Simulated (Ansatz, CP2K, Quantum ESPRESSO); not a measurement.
## Cu: 3 runs at one level of theory

```
Cu
1.0
     2.53410    0.00000    0.00000
    -1.26705    2.19459    0.00000
     0.00000    0.00000   27.33771
Cu
7
Direct
  0.66667 0.33333 0.27435
  0.33333 0.66667 0.34956
  0.66667 0.33333 0.42478
  0.33333 0.66667 0.50000
  0.66667 0.33333 0.57522
  0.33333 0.66667 0.65044
  0.66667 0.33333 0.72565
```

Alike in all runs: functional PBE; k mesh 12 × 12 × 1; occupations fermi-dirac, width 0.05 eV; no spin polarisation; no spin-orbit coupling.

```csv
program and potentials,plane-wave cutoff (eV),notes,band gap (eV),largest force (eV/Å)
"Ansatz, Ansatz PAW",420,19 valence electrons an atom on average,?,?
"CP2K, POTENTIAL_UZH Cu GTH-PBE-q11; TZVP-MOLOPT-PBE-GTH basis",-,atomic basis; 11 valence electrons an atom on average,no gap,0.366
"Quantum ESPRESSO, Ansatz NC SR PBE",1252,19 valence electrons an atom on average,no gap,0.220
```

Task: Estimate from the other rows what the run with Ansatz, Ansatz PAW gave.

Result: No band gap; largest force 0.219 eV/Å. The other rows, which needn't bracket it: largest force 0.220 to 0.366.
